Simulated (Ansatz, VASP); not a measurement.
One calculation of Ni, two programs

File INCAR:

```
  PREC = Accurate
  ENCUT = 600
  EDIFF = 1E-6
  ISMEAR = -1
  SIGMA = 0.05
  LREAL = F
  LASPH = T
  NELM = 150
  ALGO = Fast
  ISIF = 3
  LWAVE = F
  LCHARG = F
  ISPIN = 2
  MAGMOM = 1
  LORBIT = 11
  LMAXMIX = 4
  GGA = PE
  IVDW = 13
  IBRION = 2
  NSW = 40
  EDIFFG = -0.005
```

The input KPOINTS:

```
Automatic mesh
0
Gamma
  10 10 10
```

File POSCAR:

```
Ni
1.0
    0.0000000000      1.7375729330      1.7375729330
    1.7375729330      0.0000000000      1.7375729330
    1.7375729330      1.7375729330      0.0000000000
Ni
1
Direct
    0.0000000000      0.0000000000      0.0000000000
```

The input input.yaml:

```yaml
crystal:
  lattice:
    - [0.0, 1.737572933, 1.737572933]
    - [1.737572933, 0.0, 1.737572933]
    - [1.737572933, 1.737572933, 0.0]
  atoms:
    - { symbol: Ni, position: [0.0, 0.0, 0.0], spin: 1.0 }
hamiltonian:
  xc: pbe
  pseudopotentials: { kind: paw }
  dispersion: d4
magnetization:
  spin_polarized: true
kpoints:
  mp_grid: { grid: [10, 10, 10] }
scf:
  occupations: { method: fermi_dirac, width: 0.05 }
output:
  forces: true
  stress: true
  eigenvalues: true
relax:
  f_tol: 0.01
  max_steps: 40
  cell: { stress_tol: 0.05 }
```

Alike in both runs: task relaxation of cell and atoms; functional PBE; dispersion D4; k mesh 10 × 10 × 10; occupations fermi-dirac, width 0.05 eV; collinear spin, ferromagnetic start.

```csv
,VASP,Ansatz
version,VASP 6.6.1,Ansatz 0.2.0
potentials or method,"VASP PAW PBE potentials, release 64 (Ni)",Ansatz PAW
plane-wave cutoff (eV),600,420
valence electrons in the cell,10,18
```

```csv
,VASP,Ansatz,Ansatz less VASP
"gap on the k mesh at the Fermi level, each at its own relaxed structure (eV)",none,none,-
net moment per atom (μB),0.70,0.72,+0.016
size of the moment on the site where the two differ most (μB),0.71,0.76,+0.044
relaxed volume (Å³/atom),10.57,10.59,+0.016
relaxed cell length with the largest relative difference (Å),2.464,2.465,+0.0012
```

Site moments also hang on the region over which each program counts them. A gap of «none» marks a metal or a gap that the smearing closes. The two sets of potentials don't hold the same shells in valence.

Caveats: pairwise dispersion overbinds metals, which lowers pressure and volume; the plane-wave basis is chosen anew once the cell has moved, so the energies of steps on either side of that aren't comparable (Ansatz).
